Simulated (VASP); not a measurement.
Here is a VASP 6.6.1 calculation.

File INCAR:

```
PREC     = Accurate       # precision mode
ENCUT    = 600            # plane-wave cutoff, eV
EDIFF    = 1E-7           # SCF threshold, eV
ISMEAR   = 0              # smearing method
SIGMA    = 0.03           # smearing width, eV
LREAL    = False          # projectors in reciprocal space
LASPH    = True           # aspherical terms in the spheres
NELM     = 80             # most SCF steps
ALGO     = Normal         # electronic algorithm
ISIF     = 2              # what is computed and relaxed
LWAVE    = False          # write WAVECAR
LCHARG   = False          # write CHGCAR
METAGGA  = R2SCAN         # meta-GGA
LMIXTAU  = True         
IBRION   = 2              # ionic algorithm
NSW      = 40             # ionic steps
EDIFFG   = -0.01          # ionic threshold
```

File KPOINTS:

```
regular mesh
0
Gamma
  8 8 8
```

File POSCAR:

```
CdTe                                    
1.0
    0.0000000000      3.2804065418      3.2804065418
    3.2804065418      0.0000000000      3.2804065418
    3.2804065418      3.2804065418      0.0000000000
  Cd              Te            
     1     1
Direct
     0.0000000000000000    0.0000000000000000    0.0000000000000000
     0.2500000000000000    0.2500000000000000    0.2500000000000000
```

Potentials or basis: VASP PAW PBE potentials, release 64 (Cd, Te).

Command:

```bash
$ cat potpaw_PBE.64/Cd/POTCAR potpaw_PBE.64/Te/POTCAR > POTCAR
$ mpirun -np 1 vasp_std > vasp.out
```

(1) Estimate the band gap on the k mesh.

## Answers

(1) 1.15 eV, direct.

Caveat: the relaxation stopped at its first step, so nothing moved; spin-orbit coupling is left out, which moves the levels of the heavy elements.

**What was measured.**

From a printed reference work, data compilation, for a bulk crystal of CdTe at 0 K: band gap 1.607 eV.

Against the measured gap of CdTe, 1.607 eV (0 K; a printed reference work, data compilation), the calculated 1.15 eV is off by -0.45 eV. Spin-orbit coupling on Cd, Te is left out. The value is that of r2SCAN, without temperature or zero-point motion.
